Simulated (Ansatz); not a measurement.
Theory: DFT PBE, scalar-relativistic, plane waves, PAW in Ansatz 0.2.0. Settings: cutoff 420 eV, Γ-centred meshes spaced at most about 0.3 Å⁻¹ (2π included), Gaussian smearing. No spin polarisation.

Temperature and zero-point effects are left out. Both are relaxed sheets, periodic along a and b.

Two forms of MgI2 were relaxed alike.

A. Layer group p-4m2 (No. 59), a = 4.402 Å, b = 4.402 Å, γ = 90.0°, thickness 3.36 Å between the outermost nuclei. Mg at height 1.68 Å has 4 I at 2.77 Å; I at height 3.36 Å has 2 Mg at 2.77 Å.

B. Layer group p4/mmm (No. 61), a = 5.624 Å, b = 5.624 Å, γ = 90.0°, thickness 0.00 Å between the outermost nuclei. Mg at height 0.00 Å has 4 I at 2.81 Å; I at height 0.00 Å has 2 Mg at 2.81 Å.

Problem. Which would you expect to be lower, and how large is the difference?

Solution. A is lower, by 0.36 eV/atom. A has layer group p-4m2 (No. 59), 6.5 Å²/atom and a gap of 3.57 eV on its mesh; B has layer group p4/mmm (No. 61), 10.5 Å²/atom and a gap of 0.53 eV. Both come from invented guesses. Shaken at random and relaxed again, A came back.

These runs have no spin–orbit coupling, which can matter for I. Kohn–Sham gaps at this level usually fall short of measured ones. The missing spin–orbit coupling can work the other way here. Cells without such a test can be saddle points.
